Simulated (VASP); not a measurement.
**Li2O: equation of state with PBE**

The system is Li2O.

```xyz
3
Lattice="0.0000 2.3269 2.3269 2.3269 0.0000 2.3269 2.3269 2.3269 0.0000" Properties=species:S:1:pos:R:3 pbc="T T T"
O     0.0000    0.0000    0.0000
Li    1.1634    1.1634    1.1634
Li    3.4903    3.4903    3.4903
```

The cell comes from a database or a generator and needn't be the stable form of this composition.

| Property | Result |
| --- | --- |
| Program | VASP 6.6.1 |
| Task | equation of state |
| Functional | PBE |
| Potentials or basis | VASP PAW PBE potentials, release 64 (O, Li_sv) |
| Cutoff | 520 eV |
| k mesh | 10 × 10 × 10 |
| Occupations | fermi-dirac, width 0.05 eV |
| Spin | no spin polarisation |

The equilibrium volume is 8.28 Å³/atom. The bulk modulus is 81 GPa. The pressure derivative of the bulk modulus is 4.1.

Energy against volume, from the lowest point:
| volume (Å³/atom) | energy (meV/atom) |
| --- | --- |
| 7.895 | 4.91 |
| 8.063 | 1.47 |
| 8.231 | 0.00 |
| 8.399 | 0.31 |
| 8.567 | 2.23 |
| 8.735 | 5.58 |
| 8.903 | 10.25 |

All runs of the series together: 2.6 min on 1 thread of AMD EPYC 7R13 Processor (Zen 3), with other jobs on the host.

Caveat: the cutoff is under 1.25 times the usual one of these potentials, so pressure, stress and relaxed cells hold a basis-set (Pulay) error.
